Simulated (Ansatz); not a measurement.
**ZnS: equation of state with m-r2SCAN**

**Experimental background.**

“Electronic, vibrational, and thermodynamic properties of ZnS (zincblende and rocksalt structure)”, 2009, arxiv:0911.5022 quotes, for a bulk crystal of ZnS: bulk modulus 76.9 GPa.

Crystal: ZnS.

```
Zn S
1.0
     0.00000    2.70200    2.70200
     2.70200    0.00000    2.70200
     2.70200    2.70200    0.00000
Zn S
1 1
Direct
  0.75000 0.75000 0.75000
  0.00000 0.00000 0.00000
```

```yaml
Program: Ansatz 0.2.0
Task: equation of state
Functional: m-r2SCAN
Potentials_or_basis: Ansatz PAW
Cutoff: 500 eV
Density_cutoff: 2000 eV
k_mesh: 9 × 9 × 9
Occupations: fermi-dirac, width 0.05 eV
Spin: no spin polarisation
```

| Property | Result |
| --- | --- |
| Equilibrium volume | 19.56 Å³/atom |
| Bulk modulus | 79 GPa |
| Pressure derivative of the bulk modulus | 4.4 |

Energy against volume, from the lowest point:
| volume (Å³/atom) | energy (meV/atom) |
| --- | --- |
| 18.543 | 14.05 |
| 18.938 | 4.89 |
| 19.332 | 0.36 |
| 19.727 | 0.00 |
| 20.121 | 3.38 |
| 20.516 | 10.12 |
| 20.910 | 19.87 |

All runs of the series together: 18 s on 2 threads of Arm Neoverse V2, on a shared host.

Measured bulk modulus of ZnS: 76.9 GPa (quoted in “Electronic, vibrational, and thermodynamic properties of ZnS (zincblende and rocksalt structure)”, 2009, arxiv:0911.5022). This calculation gives 79 GPa (+2.2 %). The fit is for a static lattice scaled at fixed shape and fixed fractional positions.

Caveat: the PAW data sets were made with another functional, which shifts forces and pressure a little.
